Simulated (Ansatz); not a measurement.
The system is In.

```
In
1.0
    -1.62547    1.62547    2.47370
     1.62547   -1.62547    2.47370
     1.62547    1.62547   -2.47370
In
1
Direct
  0.00000 0.00000 0.00000
```

* Program: Ansatz 0.2.0
* Task: relaxation of cell and atoms
* Functional: PBE
* Potentials or basis: Ansatz PAW
* Cutoff: 420 eV (not typed: the program's choice for these potentials)
* k mesh: 11 × 11 × 11
* Occupations: fermi-dirac, width 0.05 eV
* Spin: no spin polarisation

At the start: volume 26.14 Å³/atom.

Task: How do energy, volume and symmetry change on relaxing?

Result: It ends after 8 steps and the volume is 27.41 Å³/atom (+4.8 %); space group I4/mmm (No. 139, to 0.05 Å).

Step by step:
```csv
step,energy change (eV),largest force (eV/Å),volume (Å³)
1,0.0000,0.0000,26.14
2,-0.0080,0.0000,27.32
3,-0.0081,0.0000,27.48
4,-0.0082,0.0000,27.51
5,-0.0084,0.0000,27.73
6,-0.0088,0.0000,27.48
7,-0.0089,0.0000,27.41
8,-0.0092,0.0000,27.41
```

Final structure:
```
In
1.0
    -1.67372    1.67372    2.44585
     1.67372   -1.67372    2.44585
     1.67372    1.67372   -2.44585
In
1
Direct
  0.00000 0.00000 0.00000
```

Caveat: the plane-wave basis is chosen anew once the cell has moved, so the energies of steps on either side of that aren't comparable.
